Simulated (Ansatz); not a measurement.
A relaxation computed with Ansatz, from input to last step.

```yaml
crystal:
  lattice:
    - [3.0309571479, 0.0, 0.0]
    - [-1.515478574, 2.6248858879, 0.0]
    - [0.0, 0.0, 9.9225599711]
  atoms:
    - { symbol: Si, position: [0.6666666667, 0.3333333333, 0.9378441878] }
    - { symbol: Si, position: [0.3333333333, 0.6666666667, 0.4378441878] }
    - { symbol: Si, position: [0.0, 0.0, 0.6878995565] }
    - { symbol: Si, position: [0.0, 0.0, 0.1878995565] }
    - { symbol: C, position: [0.6666666667, 0.3333333333, 0.7498074458] }
    - { symbol: C, position: [0.3333333333, 0.6666666667, 0.2498074458] }
    - { symbol: C, position: [0.0, 0.0, 0.5004478099] }
    - { symbol: C, position: [0.0, 0.0, 0.0004478099] }
basis:
  ecutwfc: 420
kpoints:
  mp_grid: { grid: [12, 12, 4] }
hamiltonian:
  xc: pbe
scf:
  occupations: { method: gaussian, width: 0.02 }
output:
  forces: true
  stress: true
  eigenvalues: true
relax:
  adjacent_minimum: "off"
  f_tol: 0.01
  max_steps: 30
  cell: { stress_tol: 0.1, fix: [volume] }
```

```bash
ansatz run input.yaml --threads 2 --pin off --max-ram 5120MiB --backend cpu --events-out ev --progress --plain --runs-dir out
```

The calculation used DFT PBE, scalar-relativistic, plane waves, PAW in Ansatz.

The volume is held at 0.94 times that of the relaxed cell.

Of 4 frames 3 are shown, positions in Å and forces in eV/Å; the SCF threshold varies from step to step. Steps run on the plane waves of an earlier cell, with a Pulay correction in the pressure. The basis is chosen afresh for the last frame, the zero of the energies, and at times for earlier ones too; energy and pressure step there, also at an unchanged geometry.

```xyz
8
Lattice="3.0310 0.0000 0.0000 -1.5155 2.6249 0.0000 0.0000 0.0000 9.9226" Properties=species:S:1:pos:R:3:forces:R:3 pbc="T T T" step=1 free_energy_over_end_meV_per_atom=0.00 pressure_GPa=14.88
Si    1.5155    0.8750    9.3058    0.0000    0.0000   -0.0208
Si    0.0000    1.7499    4.3445    0.0000    0.0000   -0.0208
Si    0.0000    0.0000    6.8257    0.0000    0.0000    0.0103
Si    0.0000    0.0000    1.8644    0.0000    0.0000    0.0103
C     1.5155    0.8750    7.4400    0.0000    0.0000    0.0101
C     0.0000    1.7499    2.4787    0.0000    0.0000    0.0101
C     0.0000    0.0000    4.9657    0.0000    0.0000    0.0004
C     0.0000    0.0000    0.0044    0.0000    0.0000    0.0004
8
Lattice="3.0313 0.0000 0.0000 -1.5157 2.6252 0.0000 0.0000 0.0000 9.9202" Properties=species:S:1:pos:R:3:forces:R:3 pbc="T T T" step=2 free_energy_over_end_meV_per_atom=0.00 pressure_GPa=14.88
Si    1.5157    0.8751    9.3035    0.0000    0.0000   -0.0108
Si    0.0000    1.7501    4.3434    0.0000    0.0000   -0.0108
Si    0.0000    0.0000    6.8245    0.0000    0.0000    0.0005
Si    0.0000    0.0000    1.8644    0.0000    0.0000    0.0005
C     1.5157    0.8751    7.4382    0.0000    0.0000    0.0084
C     0.0000    1.7501    2.4781    0.0000    0.0000    0.0084
C     0.0000    0.0000    4.9644    0.0000    0.0000    0.0019
C     0.0000    0.0000    0.0043    0.0000    0.0000    0.0019
8
Lattice="3.0313 0.0000 0.0000 -1.5156 2.6252 0.0000 0.0000 0.0000 9.9203" Properties=species:S:1:pos:R:3:forces:R:3 pbc="T T T" step=4 free_energy_over_end_meV_per_atom=0.00 pressure_GPa=14.88
Si    1.5156    0.8751    9.3034    0.0000    0.0000   -0.0027
Si    0.0000    1.7501    4.3432    0.0000    0.0000   -0.0027
Si    0.0000    0.0000    6.8246    0.0000    0.0000   -0.0027
Si    0.0000    0.0000    1.8645    0.0000    0.0000   -0.0027
C     1.5156    0.8751    7.4384    0.0000    0.0000    0.0035
C     0.0000    1.7501    2.4782    0.0000    0.0000    0.0035
C     0.0000    0.0000    4.9645    0.0000    0.0000    0.0018
C     0.0000    0.0000    0.0043    0.0000    0.0000    0.0018
```

Time: 38 s on 2 threads of Intel(R) Xeon(R) Processor @ 2.50GHz (Skylake/Cascade Lake), on a shared host, peak memory 0.42 GiB.